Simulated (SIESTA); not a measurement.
The system is PbSe (Clausthalite).

```xyz
2
Lattice="0.0000 3.0606 3.0606 3.0606 0.0000 3.0606 3.0606 3.0606 0.0000" Properties=species:S:1:pos:R:3 pbc="T T T"
Pb    0.0000    0.0000    0.0000
Se    3.0606    3.0606    3.0606
```

Base run:

| Item | Value |
| --- | --- |
| Program | SIESTA 5.4.2 |
| Functional | vdW-DF |
| Potentials or basis | PseudoDojo 0.4 standard (PBE files) |
| Basis | DZP (energy shift 0.003 Ry; two zetas on semicore shells) |
| Grid cutoff | 500 Ry |
| Energy shift | 0.003 Ry |
| k mesh | 8 × 8 × 8 |
| Occupations | fermi-dirac, width 0.05 eV |
| Spin | no spin polarisation |

Its results: band gap on the k mesh 0.50 eV, direct; pressure 6.8 GPa.

Question: After a change of settings the same cell gave: band gap on the k mesh 0.34 eV, direct; pressure 1.1 GPa. Which change was it?
A. functional from vdW-DF to optB88-vdW
B. functional from vdW-DF to vdW-DF2
C. functional from vdW-DF to VV10
D. functional from vdW-DF to vdW-DF-C09

Answer: D.

Caveats: the potentials were made for another functional, which shifts forces and pressure; spin-orbit coupling is left out, which as a rule narrows the gap of such compounds by several tenths of an eV; the basis of atomic orbitals isn't converged, which shifts pressures, moduli and gaps.

Runs at the PBE level aren't shown here.
